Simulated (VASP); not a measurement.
# AlNi (Pm-3m) in VASP: a series of runs

Runs on AlNi. Level: PBEsol. Tasks: equation of state.

Everything below comes from runs of VASP 6.6.1. Logs are shortened: lines on timing, memory, paths and dates and some standing lists are left out, and cuts for length are marked.

### 1 The structure

It takes space group Pm-3m (No. 221, cubic). The conventional cell has a = 2.864 Å, b = 2.864 Å, c = 2.864 Å, α = 90.00°, β = 90.00°, γ = 90.00°. Around Ni (site symmetry m-3m) lie 8 Al at 2.48 Å. Al (site symmetry m-3m) is surrounded by 8 Ni at 2.48 Å.

### 2 Equation of state, PBEsol, collinear spin, ferromagnetic start, 11.27 Å³/atom (a relaxed cell with its volume scaled by 0.96)

The input, INCAR:

```
SYSTEM = AlNi
PREC = Accurate
ENCUT = 520
EDIFF = 1E-6
ISMEAR = -1
SIGMA = 0.05
LREAL = .FALSE.
LASPH = .TRUE.
NELM = 120
ALGO = Fast
ISIF = 2
LWAVE = .FALSE.
LCHARG = .FALSE.
ISPIN = 2
MAGMOM = 1 0
LORBIT = 11
LMAXMIX = 4
GGA = PS
```

The input, KPOINTS:

```
regular mesh
0
G
  8 8 8
  0 0 0
```

The input, POSCAR:

```
AlNi                                    
1.0
    2.8248225056     -0.0000000000     -0.0000000000
   -0.0000000000      2.8248225056     -0.0000000000
    0.0000000000      0.0000000000      2.8248225056
  Ni              Al            
     1     1
Direct
     0.5000000000000000    0.5000000000000000    0.5000000000000000
     0.0000000000000000    0.0000000000000000    0.0000000000000000
```

Potentials or basis: VASP PAW PBE potentials, release 64 (Ni, Al).

On the command line:

```
> cat potpaw_PBE.64/Ni/POTCAR potpaw_PBE.64/Al/POTCAR > POTCAR
> mpirun -np 1 vasp_std > vasp.out
```

OUTCAR:

```text
SYSTEM = AlNi
   PREC = Accurate
   ENCUT = 520
   EDIFF = 1E-6
   ISMEAR = -1
   LREAL = .FALSE.
   LASPH = .TRUE.
   NELM = 120
   ISIF = 2
   ISPIN = 2
   LORBIT = 11
   GGA = PS

 ion  position               nearest neighbor table
   1  0.500  0.500  0.500-   2 2.45   2 2.45   2 2.45   2 2.45   2 2.45   2 2.45   2 2.45   2 2.45

   2  0.000  0.000  0.000-   1 2.45   1 2.45   1 2.45   1 2.45   1 2.45   1 2.45   1 2.45   1 2.45

  LATTYP: Found a simple cubic cell.
 ALAT       =     2.8248225056

  Lattice vectors:

 A1 = (   2.8248225056,   0.0000000000,   0.0000000000)
 A2 = (   0.0000000000,   2.8248225056,   0.0000000000)
 A3 = (   0.0000000000,   0.0000000000,   2.8248225056)

Analysis of symmetry for initial positions (statically):
=====================================================================
 Subroutine PRICEL returns:
 Original cell was already a primitive cell.

 Routine SETGRP: Setting up the symmetry group for a
 simple cubic supercell.

 Subroutine GETGRP returns: Found 48 space group operations
 (whereof 48 operations were pure point group operations)
 out of a pool of 48 trial point group operations.

The static configuration has the point symmetry O_h .

Analysis of symmetry for dynamics (positions and initial velocities):
=====================================================================
 Subroutine PRICEL returns:
 Original cell was already a primitive cell.

 Routine SETGRP: Setting up the symmetry group for a
 simple cubic supercell.

 Subroutine GETGRP returns: Found 48 space group operations
 (whereof 48 operations were pure point group operations)
 out of a pool of 48 trial point group operations.

The dynamic configuration has the point symmetry O_h .

Analysis of structural, dynamic, and magnetic symmetry:
=====================================================================
 Subroutine PRICEL returns:
 Original cell was already a primitive cell.

 Routine SETGRP: Setting up the symmetry group for a
 simple cubic supercell.

 Subroutine GETGRP returns: Found 48 space group operations
 (whereof 48 operations were pure point group operations)
 out of a pool of 48 trial point group operations.

The overall configuration has the point symmetry O_h .

 Subroutine INISYM returns: Found 48 space group operations
 (whereof 48 operations are pure point group operations),
 and found     1 'primitive' translations

----------------------------------------------------------------------------------------

                                     Primitive cell

  volume of cell :      22.5410

  direct lattice vectors                    reciprocal lattice vectors
     2.824822506  0.000000000  0.000000000     0.354004543  0.000000000  0.000000000
     0.000000000  2.824822506  0.000000000     0.000000000  0.354004543  0.000000000
     0.000000000  0.000000000  2.824822506     0.000000000  0.000000000  0.354004543

  length of vectors
     2.824822506  2.824822506  2.824822506     0.354004543  0.354004543  0.354004543

  position of ions in fractional coordinates (direct lattice)
     0.500000000  0.500000000  0.500000000
     0.000000000  0.000000000  0.000000000

  ion indices of the primitive-cell ions
   primitive index   ion index
                 1           1
                 2           2

----------------------------------------------------------------------------------------

 KPOINTS: regular mesh

Automatic generation of k-mesh.
 Grid dimensions read from file:
 generate k-points for:    8    8    8

 Generating k-lattice:

  Cartesian coordinates                     Fractional coordinates (reciprocal lattice)
     0.044250568  0.000000000  0.000000000     0.125000000  0.000000000  0.000000000
     0.000000000  0.044250568  0.000000000     0.000000000  0.125000000  0.000000000
     0.000000000  0.000000000  0.044250568     0.000000000  0.000000000  0.125000000

  Length of vectors
     0.044250568  0.044250568  0.044250568

  Shift w.r.t. Gamma in fractional coordinates (k-lattice)
     0.000000000  0.000000000  0.000000000

 Subroutine IBZKPT returns following result:
 ===========================================

 Found     35 irreducible k-points:

 Following reciprocal coordinates:
            Coordinates               Weight
[... 34 lines left out ...]
   PREC   = accura    normal or accurate (medium, high low for compatibility)
   ISTART =      0    job   : 0-new  1-cont  2-samecut
   ICHARG =      2    charge: 1-file 2-atom 10-const
   ISPIN  =      2    spin polarized calculation?
   LNONCOLLINEAR =      F non collinear calculations
   LSORBIT =      F    spin-orbit coupling
   LASPH  =      T    aspherical Exc in radial PAW
   ENCUT  =  520.0 eV  38.22 Ry    6.18 a.u.   5.25  5.25  5.25*2*pi/ulx,y,z
   NELM   =    120;   NELMIN=  2; NELMDL= -5     # of ELM steps
   EDIFF  = 0.1E-05   stopping-criterion for ELM
   LREAL  =      F    real-space projection
   EDIFFG = 0.1E-04   stopping-criterion for IOM
   NSW    =      0    number of steps for IOM
   IBRION =     -1    ionic relax: 0-MD 1-quasi-New 2-CG
   NFREE  =      0    steps in history (QN), initial steepest desc. (CG)
   ISIF   =      2    stress and relaxation
   ISYM   =      2    0-nonsym 1-usesym 2-fastsym
   POTIM  = 0.5000    time-step for ionic-motion
   TEBEG  =    0.0;   TEEND  =   0.0 temperature during run
   PSTRESS=    0.0 pullay stress
   NELECT =      13.0000    total number of electrons
   NUPDOWN=      -1.0000    fix difference up-down
   EMIN   =  10.00;   EMAX   =-10.00  energy-range for DOS
   EFERMI =   0.00;   METHOD = LEGACY
   ISMEAR =    -1;   SIGMA  =   0.05  broadening in eV -4-tet -1-fermi 0-gaus
   EFERMI_NEDOS =   21; number of points for ismear=-14 and -15
   IALGO  =     68    algorithm
   IMIX   =      4    mixing-type and parameters
     AMIX     =   0.40;   BMIX     =  1.00
     AMIX_MAG =   1.60;   BMIX_MAG =  1.00
  volume/ion in A,a.u.               =      11.27        76.06
  Fermi-wavevector in a.u.,A,eV,Ry     =   1.362693  2.575117 25.265107  1.856933
  Thomas-Fermi vector in A             =   2.489161
   LORBIT       =     11    0 simple, 1 ext, 2 COOP (PROOUT), +10 PAW based schemes
   GGA     = PS    functional components
   LHFCALC =     F    Hartree Fock is set to
   AEXX    =    0.0000 exact exchange contribution
   IVDW    =     0    specifies the selected vdW correction
   LEPSILON=     F    determine dielectric tensor
   LRPA    =     F    only Hartree local field effects (RPA)
 spin polarized calculation
 RMM-DIIS sequential band-by-band and
  energy-cutoff  :      520.00
  volume of cell :       22.54
 maximum number of plane-waves:       627
 NGX is ok and might be reduce to    24
   NGX = 11   NGY = 11   NGZ = 11

 number of electron      12.9999991 magnetization       0.0055626

 number of electron      12.9999991 magnetization      -0.0007915

 Free energy of the ion-electron system (eV)
  ---------------------------------------------------
  ext. energy  EPLUGINS =         0.00000000
  ---------------------------------------------------
  free energy    TOTEN  =       -11.56302798 eV

  energy without entropy =      -11.55354027  energy(sigma->0) =      -11.55828412

 E-fermi :  10.6259     XC(G=0): -12.4559

 val. band max:       10.5022654952   @ k =   0.3750   0.3750   0.1250
 cond. band min:      10.6768662508   @ k =   0.3750   0.2500   0.1250
 fundamental gap:      0.1746007555
 Fermi energy:        10.6258859260

 spin component 1

 k-point     1 :       0.0000    0.0000    0.0000
  band No.  band energies     occupation
      1      -0.8738      1.00000
      2       7.1626      1.00000
      3       7.1626      1.00000
      4       9.0257      1.00000
      5       9.0257      1.00000
      6       9.0257      1.00000
      7      16.4502      0.00000
      8      16.4502      0.00000
      9      16.4502      0.00000
     10      19.0370      0.00000
     11      19.0370      0.00000
[... 310 lines left out ...]
  band No.  band energies     occupation
      1       4.9549      1.00000
      2       6.1662      1.00000
      3       7.3568      1.00000
      4       7.8776      1.00000
      5       8.7119      1.00000
      6       8.9931      1.00000
      7       9.9017      1.00000
      8      13.4147      0.00000
      9      14.2409      0.00000
     10      20.6362      0.00000
     11      21.6930      0.00000

 [... further k-points ...]

 spin component 2

 k-point     1 :       0.0000    0.0000    0.0000
  band No.  band energies     occupation
      1      -0.8738      1.00000
      2       7.1621      1.00000
      3       7.1621      1.00000
      4       9.0252      1.00000
      5       9.0252      1.00000
      6       9.0252      1.00000
      7      16.4502      0.00000
      8      16.4502      0.00000
      9      16.4502      0.00000
     10      19.0368      0.00000
     11      19.0368      0.00000
[... 310 lines left out ...]
  band No.  band energies     occupation
      1       4.9548      1.00000
      2       6.1660      1.00000
      3       7.3565      1.00000
      4       7.8771      1.00000
      5       8.7115      1.00000
      6       8.9928      1.00000
      7       9.9012      1.00000
      8      13.4145      0.00000
      9      14.2406      0.00000
     10      20.6361      0.00000
     11      21.6929      0.00000

 [... further k-points ...]

------------------------ aborting loop because EDIFF is reached ----------------------------------------

  FORCE on cell =-STRESS in cart. coord.  units (eV):
  Direction    XX          YY          ZZ          XY          YZ          ZX
  --------------------------------------------------------------------------------------
  -------------------------------------------------------------------------------------
  Total        1.1011310      1.1011310      1.1011310     -0.0000000     -0.0000000      0.0000000
  in kB       78.2665284     78.2665284     78.2665284     -0.0000000     -0.0000000      0.0000000
  external PRESSURE =      78.2665284 kB  Pullay stress =       0.0000000 kB

 VOLUME and BASIS-vectors are now :
 -----------------------------------------------------------------------------
  energy-cutoff  :      520.00
  volume of cell :       22.54
      direct lattice vectors                 reciprocal lattice vectors
     2.824822506  0.000000000  0.000000000     0.354004543  0.000000000  0.000000000
     0.000000000  2.824822506  0.000000000     0.000000000  0.354004543  0.000000000
     0.000000000  0.000000000  2.824822506     0.000000000  0.000000000  0.354004543

 POSITION                                       TOTAL-FORCE (eV/Angst)
 -----------------------------------------------------------------------------------
      1.41241      1.41241      1.41241         0.000000      0.000000      0.000000
      0.00000      0.00000      0.00000         0.000000      0.000000      0.000000
 -----------------------------------------------------------------------------------
    total drift:                                0.000000      0.000000     -0.000000

  FREE ENERGIE OF THE ION-ELECTRON SYSTEM (eV)
  ---------------------------------------------------
  free  energy   TOTEN  =       -11.5630279757 eV

  energy  without entropy=      -11.5535402722  energy(sigma->0) =      -11.55828412

 total charge

# of ion       s       p       d       tot
------------------------------------------
    1        0.504   0.573   8.509   9.585
    2        0.389   0.442   0.000   0.831
--------------------------------------------------
tot          0.893   1.014   8.509  10.416

 magnetization (x)

# of ion       s       p       d       tot
------------------------------------------
    1       -0.000  -0.000  -0.000  -0.000
    2        0.000  -0.000   0.000   0.000
--------------------------------------------------
tot         -0.000  -0.000  -0.000  -0.000
```

Run time: 14 s. Hardware: 1 thread of Intel Xeon Platinum 8375C at 2.90GHz (Ice Lake), shared host; peak memory 0.15 GiB.

What came out:

```
Free energy                                           : -11.5630 eV
Pressure                                              : 7.8 GPa
Band gap on the k mesh                                : none (metal or under the smearing width)
Net moment                                            : 0.00 μB per cell
Valence electrons inside the program's atomic spheres : Ni 9.59; Al 0.83
```

Caveat: the PAW data sets were made with another functional, which shifts forces and pressure a little.

### 3 Equation of state, PBEsol, collinear spin, ferromagnetic start, 11.51 Å³/atom (a relaxed cell with its volume scaled by 0.98)

INCAR is that of step 2.

KPOINTS is that of step 2.

The input, POSCAR:

```
AlNi                                    
1.0
    2.8443046557     -0.0000000000     -0.0000000000
   -0.0000000000      2.8443046557     -0.0000000000
    0.0000000000      0.0000000000      2.8443046557
  Ni              Al            
     1     1
Direct
     0.5000000000000000    0.5000000000000000    0.5000000000000000
     0.0000000000000000    0.0000000000000000    0.0000000000000000
```

Potentials or basis: VASP PAW PBE potentials, release 64 (Ni, Al).

On the command line:

```
> cat potpaw_PBE.64/Ni/POTCAR potpaw_PBE.64/Al/POTCAR > POTCAR
> mpirun -np 1 vasp_std > vasp.out
```

It took 12 s on 1 thread of Intel Xeon Platinum 8375C at 2.90GHz (Ice Lake), shared host; peak memory 0.15 GiB.

Results (log left out):

```yaml
Free_energy: -11.5798 eV
Pressure: 3.8 GPa
Band_gap_on_the_k_mesh: none (metal or under the smearing width)
Net_moment: 0.00 μB per cell
Valence_electrons_inside_the_program's_atomic_spheres: Ni 9.55; Al 0.82
```

Caveat: the PAW data sets were made with another functional, which shifts forces and pressure a little.

### 4 Equation of state, PBEsol, collinear spin, ferromagnetic start, 11.74 Å³/atom

INCAR is that of step 3.

KPOINTS is that of step 3.

The input, POSCAR:

```
AlNi                                    
1.0
    2.8635235134     -0.0000000000     -0.0000000000
   -0.0000000000      2.8635235134     -0.0000000000
    0.0000000000      0.0000000000      2.8635235134
  Ni              Al            
     1     1
Direct
     0.5000000000000000    0.5000000000000000    0.5000000000000000
     0.0000000000000000    0.0000000000000000    0.0000000000000000
```

On the command line:

```
> cat potpaw_PBE.64/Ni/POTCAR potpaw_PBE.64/Al/POTCAR > POTCAR
> mpirun -np 1 vasp_std > vasp.out
```

It took 12 s on 1 thread of Intel Xeon Platinum 8375C at 2.90GHz (Ice Lake), shared host; peak memory 0.15 GiB.

The run converged. Its results:

```yaml
Free_energy: -11.5853 eV
Pressure: 0.2 GPa
Band_gap_on_the_k_mesh: none (metal or under the smearing width)
Net_moment: 0.00 μB per cell
Valence_electrons_inside_the_program's_atomic_spheres: Ni 9.51; Al 0.81
```

Caveat: the PAW data sets were made with another functional, which shifts forces and pressure a little.

### 5 Equation of state, PBEsol, collinear spin, ferromagnetic start, 11.97 Å³/atom (a relaxed cell with its volume scaled by 1.02)

INCAR is that of step 4.

KPOINTS is that of step 4.

The input, POSCAR:

```
AlNi                                    
1.0
    2.8824877980     -0.0000000000     -0.0000000000
   -0.0000000000      2.8824877980     -0.0000000000
    0.0000000000      0.0000000000      2.8824877980
  Ni              Al            
     1     1
Direct
     0.5000000000000000    0.5000000000000000    0.5000000000000000
     0.0000000000000000    0.0000000000000000    0.0000000000000000
```

On the command line:

```
> cat potpaw_PBE.64/Ni/POTCAR potpaw_PBE.64/Al/POTCAR > POTCAR
> mpirun -np 1 vasp_std > vasp.out
```

Run time: 12 s. Hardware: 1 thread of Intel Xeon Platinum 8375C at 2.90GHz (Ice Lake), shared host; peak memory 0.15 GiB.

The run converged. Its results:

```yaml
Free_energy: -11.5806 eV
Pressure: -3.1 GPa
Band_gap_on_the_k_mesh: none (metal or under the smearing width)
Net_moment: 0.00 μB per cell
Valence_electrons_inside_the_program's_atomic_spheres: Ni 9.47; Al 0.80
```

Caveat: the PAW data sets were made with another functional, which shifts forces and pressure a little.

### 6 Equation of state, PBEsol, collinear spin, ferromagnetic start, 12.21 Å³/atom (a relaxed cell with its volume scaled by 1.04)

INCAR is that of step 5.

KPOINTS is that of step 5.

The input, POSCAR:

```
AlNi                                    
1.0
    2.9012057757     -0.0000000000     -0.0000000000
   -0.0000000000      2.9012057757     -0.0000000000
    0.0000000000      0.0000000000      2.9012057757
  Ni              Al            
     1     1
Direct
     0.5000000000000000    0.5000000000000000    0.5000000000000000
     0.0000000000000000    0.0000000000000000    0.0000000000000000
```

Potentials or basis: VASP PAW PBE potentials, release 64 (Ni, Al).

On the command line:

```
> cat potpaw_PBE.64/Ni/POTCAR potpaw_PBE.64/Al/POTCAR > POTCAR
> mpirun -np 1 vasp_std > vasp.out
```

It took 12 s on 1 thread of Intel Xeon Platinum 8375C at 2.90GHz (Ice Lake), shared host; peak memory 0.15 GiB.

It converged, with:

```
Free energy                                           : -11.5668 eV
Pressure                                              : -6.1 GPa
Band gap on the k mesh                                : none (metal or under the smearing width)
Net moment                                            : 0.00 μB per cell
Valence electrons inside the program's atomic spheres : Ni 9.44; Al 0.79
```

Caveat: the PAW data sets were made with another functional, which shifts forces and pressure a little.

### 7 Equation of state, PBEsol, collinear spin, ferromagnetic start

Potentials or basis: VASP PAW PBE potentials, release 64 (Ni, Al).

No new run: the results of the series are fitted here.

Results:

```yaml
Equilibrium_volume: 11.74 Å³/atom
Bulk_modulus: 173 GPa
Pressure_derivative_of_the_bulk_modulus: "4.3 (rough: it moves with the points fitted)"
```

Energy against volume, from the lowest point:
```csv
volume (Å³/atom),energy (meV/atom)
11.271,11.11
11.505,2.73
11.740,0.00
11.975,2.34
12.210,9.25
```

Caveat: the PAW data sets were made with another functional, which shifts forces and pressure a little.

### 8 For comparison

An earlier run on the cell as given: functional PBEsol; potentials or basis VASP PAW PBE potentials, release 64 (Ni, Al); cutoff 520 eV; k mesh 9 × 9 × 9; occupations fermi-dirac, width 0.05 eV; collinear spin, ferromagnetic start; starting moments [1.0, 0.0] μB.

* Pressure: -3.2 GPa
* Band gap on the k mesh: none (metal or under the smearing width)
* Net moment: 0.00 μB per cell
* Valence electrons inside the program's atomic spheres: Ni 9.48; Al 0.79
